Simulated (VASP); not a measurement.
**BN (Qingsongite): relaxation of the atoms with LDA**

BN (Qingsongite):

```xyz
2
Lattice="0.0000 1.8265 1.8265 1.8265 0.0000 1.8265 1.8265 1.8265 0.0000" Properties=species:S:1:pos:R:3 pbc="T T T"
B     0.0000    0.0000    0.0000
N     0.9132    0.9132    0.9132
```

The cell isn't the ideal one: a relaxed cell with its volume scaled by 1.06.

| Quantity | Value |
| --- | --- |
| Program | VASP 6.6.1 |
| Task | relaxation of the atoms |
| Functional | LDA |
| Potentials or basis | VASP PAW LDA potentials, release 64 (B, N) |
| Cutoff | 600 eV |
| k mesh | 14 × 14 × 14 |
| Occupations | gaussian, width 0.03 eV |
| Spin | no spin polarisation |
| Further INCAR settings | ALGO = Fast; EDIFF = 1e-07; IBRION = 2; EDIFFG = -0.01; NSW = 40 |

* Pressure after relaxing: -21.1 GPa
* Band gap on the k mesh: 4.31 eV, indirect (least direct gap 8.54 eV)

Final structure:
```
B N
1.0
     0.00000    1.82650    1.82650
     1.82650    0.00000    1.82650
     1.82650    1.82650    0.00000
B N
1 1
Direct
  0.00000 0.00000 0.00000
  0.25000 0.25000 0.25000
```

Levels at points of the mesh, in eV from the valence-band top:
| k point | band 1 | band 2 | band 3 | band 4 | band 5 | band 6 | band 7 | band 8 |
| --- | --- | --- | --- | --- | --- | --- | --- | --- |
| (0.00, 0.00, 0.00) | -19.72 | 0.00 | 0.00 | 0.00 | 8.54 | 8.54 | 8.54 | 9.94 |
| (0.50, 0.00, 0.00) | -15.58 | -10.43 | -1.89 | -1.89 | 9.80 | 10.39 | 10.39 | 14.70 |
| (0.50, 0.50, 0.00) | -14.25 | -8.68 | -4.77 | -4.77 | 4.31 | 8.97 | 17.23 | 17.23 |

Run time: 7.5 s on 1 thread of Intel(R) Xeon(R) Platinum 8488C (Sapphire Rapids), with other jobs on the host, peak memory 0.12 GiB.

Caveat: the relaxation stopped at its first step, so nothing moved. A k mesh can miss the band edges.
